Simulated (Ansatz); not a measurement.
GaAs: single point with PBE

The system is GaAs.

```xyz
2
Lattice="-1.8808 1.8808 3.0259 1.8808 -1.8808 3.0259 1.8808 1.8808 -3.0259" Properties=species:S:1:pos:R:3 pbc="T T T"
Ga    0.0000    0.0000    0.0000
As    0.0000    0.0000    3.0259
```

The cell was built by a generator and needn't be a form met in nature.

```json
{
 "Program": "Ansatz 0.2.0",
 "Task": "single point",
 "Functional": "PBE",
 "Potentials or basis": "all-electron LAPW, scalar-relativistic",
 "Cutoff": "255 eV (chosen from the basis error)",
 "Basis error allowed": "0.001 eV/atom",
 "k mesh": "10 × 10 × 10",
 "Occupations": "fermi-dirac, width 0.05 eV",
 "Spin": "no spin polarisation"
}
```

```yaml
Pressure: -3.4 GPa
Band_gap_on_the_k_mesh: none (metal or under the smearing width)
```

Stress tensor (GPa, compression positive):
```
-1.46  0.00  0.00
 0.00 -1.46  0.00
 0.00  0.00 -7.19
```

Levels at points of the mesh, in eV from the Fermi level:
```
              k point  band 18  band 19  band 20  band 21  band 22  band 23  band 24  band 25  band 26  band 27
   (0.00, 0.00, 0.00)   -14.70   -12.48    -0.69    -0.38    -0.38     0.81     5.00     6.69     7.77     7.77
  (0.00, 0.00, -0.50)   -14.64    -9.49    -4.94    -3.98    -3.17    -1.60     3.76     7.14    11.18    11.52
  (0.00, -0.50, 0.00)   -14.67   -10.54    -7.16    -0.18     0.56     1.88     3.36     3.41     4.06    11.41
(-0.50, -0.50, -0.50)   -14.67   -10.59    -4.84    -2.72    -1.87    -1.87     4.22     9.51     9.85     9.85
```

Wall time 24 s on 1 thread of Arm Neoverse V2, with other jobs on the host, peak memory 0.47 GiB.
